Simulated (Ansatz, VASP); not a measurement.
Given: the input of a run of VASP 6.6.1 on BiS.

INCAR

```
  PREC = Accurate
  ENCUT = 520
  EDIFF = 1E-6
  ISMEAR = -1
  SIGMA = 0.05
  LREAL = F
  LASPH = T
  NELM = 80
  ALGO = Normal
  ISIF = 2
  LWAVE = F
  LCHARG = F
  GGA = PE
```

The input KPOINTS:

```
regular mesh
0
Gamma
  8 8 8
```

Contents of POSCAR:

```
BiS
1.0
    2.0881781613      1.2056102190      3.5004874800
   -2.0881781613      1.2056102190      3.5004874800
    0.0000000000     -2.4112204479      3.5004874800
Bi S
1 1
Direct
    0.0000000000      0.0000000000      0.0000000000
    0.5000000000      0.5000000000      0.5000000000
```

Potentials or basis: VASP PAW PBE potentials, release 64 (Bi_d, S).

The run is started by

```sh
$ cat potpaw_PBE.64/Bi_d/POTCAR potpaw_PBE.64/S/POTCAR > POTCAR
$ mpirun -np 1 vasp_std > vasp.out
```

Problem. Translate it to Ansatz 0.2.0. Potentials there: Ansatz PAW.

Solution. As run (the cutoff follows the program's own potentials):

Contents of input.yaml:

```yaml
crystal:
  lattice:
    - [2.0881781613, 1.205610219, 3.50048748]
    - [-2.0881781613, 1.205610219, 3.50048748]
    - [0.0, -2.4112204479, 3.50048748]
  atoms:
    - { symbol: Bi, position: [0.0, 0.0, 0.0] }
    - { symbol: S, position: [0.5, 0.5, 0.5] }
hamiltonian:
  xc: pbe
  pseudopotentials: { kind: paw }
kpoints:
  mp_grid: { grid: [8, 8, 8] }
scf:
  occupations: { method: fermi_dirac, width: 0.05 }
output:
  forces: true
  stress: true
  eigenvalues: true
```

Potentials or basis: Ansatz PAW.

The run is started by

```console
$ ansatz run input.yaml --threads 2 --pin off --max-ram 5632MiB --backend cpu --events-out ev --progress --plain --runs-dir out
```

Both were run:

|  | VASP | Ansatz | Ansatz less VASP |
| --- | --- | --- | --- |
| gap on the k mesh at the Fermi level (eV) | none | none | - |
| pressure (GPa) | -0.3 | -0.2 | +0.06 |
| largest component of the traceless stress (GPa) | 0.62 | 0.63 | +0.002 |

A gap of «none» marks a metal or a gap that the smearing closes.

Caveats: spin-orbit coupling is left out, which moves the levels of the heavy elements.
